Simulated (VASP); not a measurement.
Write the native input for VASP 6.6.1 that does the following.

```
Task                   : single point
Functional             : r2SCAN
Potentials or basis    : VASP PAW PBE potentials, release 64 (W_sv)
Cutoff                 : 520 eV
k mesh                 : 22 × 22 × 22
Occupations            : gaussian, width 0.15 eV
Spin                   : no spin polarisation
Dipole correction      : no
Further INCAR settings : ALGO = Normal; EDIFF = 1e-07; NBANDS = 13
```

Crystal: W.

```
W
1.0
     0.00000    2.03000    2.03000
     2.03000    0.00000    2.03000
     2.03000    2.03000    0.00000
W
1
Direct
  0.00000 0.00000 0.00000
```

This isn't the form of W at room conditions, which is bcc.

The input as run:

POSCAR

```
W
1.0
    0.0000000000      2.0300000000      2.0300000000
    2.0300000000      0.0000000000      2.0300000000
    2.0300000000      2.0300000000      0.0000000000
W
1
Direct
    0.0000000000      0.0000000000      0.0000000000
```

INCAR.step1

```
SYSTEM = W
ALGO = Normal ; EDIFF = 1E-4
ENCUT = 520 ; GGA = PE
ISMEAR = 0 ; LASPH = .True.
LCHARG = .False. ; LREAL = .False.
LWAVE = .True. ; NBANDS = 13
NELM = 100 ; PREC = Accurate
SIGMA = 0.15
```

INCAR.step2

```
SYSTEM = W
ALGO = Normal ; EDIFF = 1E-7
ENCUT = 520 ; ISIF = 2
ISMEAR = 0 ; ISTART = 1
LASPH = .True. ; LCHARG = .True.
LELF = .True. ; LMIXTAU = .True.
LREAL = .False. ; LVHAR = .True.
LWAVE = .False. ; METAGGA = R2SCAN
NBANDS = 13 ; NELM = 100
PREC = Accurate ; SIGMA = 0.15
```

KPOINTS

```
k-points
0
Gamma
  22 22 22
  0 0 0
```

Potentials or basis: VASP PAW PBE potentials, release 64 (W_sv).

Run with:

```sh
$ cat potpaw_PBE.64/W_sv/POTCAR > POTCAR
$ cp INCAR.step1 INCAR
$ mpirun -np 1 vasp_std > vasp.out
$ cp INCAR.step2 INCAR
$ mpirun -np 1 vasp_std > vasp.out
```

Results of the run:

* Pressure: -8.0 GPa
* Band gap on the k mesh: none (metal or under the smearing width)

Caveat: the PAW data sets were made with another functional, which shifts forces and pressure a little.

It took 84 s on 1 thread of Intel(R) Xeon(R) 6975P-C (Granite Rapids), with other jobs on the host, peak memory 0.2 GiB.
